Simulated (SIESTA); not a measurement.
## La under changes of volume

One of the cells (37.701 Å³/atom); the others are scaled copies at fixed shape and fractional positions:

```
La
1.0
     3.77484    0.00000    0.00000
    -1.88742    3.26910    0.00000
     0.00000    0.00000    6.11020
La
2
Cartesian
  1.8874 1.0897 4.5826
  0.0000 2.1794 1.5275
```

This isn't the form of La at room conditions, which is double hcp.

- Program: SIESTA 5.4.2
- Functional: PBE
- Potentials or basis: PseudoDojo 0.4 standard (PBE files)
- Basis: DZP (energy shift 0.002 Ry)
- Grid cutoff: 800 Ry
- Energy shift: 0.002 Ry
- k mesh: 8 × 8 × 5
- Occupations: fermi-dirac, width 0.05 eV
- Spin: no spin polarisation

```tsv
volume (Å³/atom)	energy over the lowest point (meV/atom)	pressure (GPa)
34.744	89.05	5.7
35.483	64.73	4.9
36.222	44.49	3.9
37.701	?	?
38.440	6.19	1.7
39.179	0.00	1.1
```

What does the run at 37.701 Å³/atom give?

Energy over the lowest point 15.54 meV/atom; pressure 2.4 GPa.

Worked out: A Birch-Murnaghan fit of order 3 (a polynomial in V^(-2/3)) to the other rows has no minimum within the range. It gives 15.50 meV/atom at 37.701 Å³/atom, against the run's 15.54, and -dE/dV = 2.4 GPa, against 2.4.

Energies are extrapolated to zero smearing.

Caveats: semicore shells carry a single zeta, which can move pressures by several GPa and volumes by a few percent; the basis of atomic orbitals isn't converged, which shifts pressures, moduli and gaps.
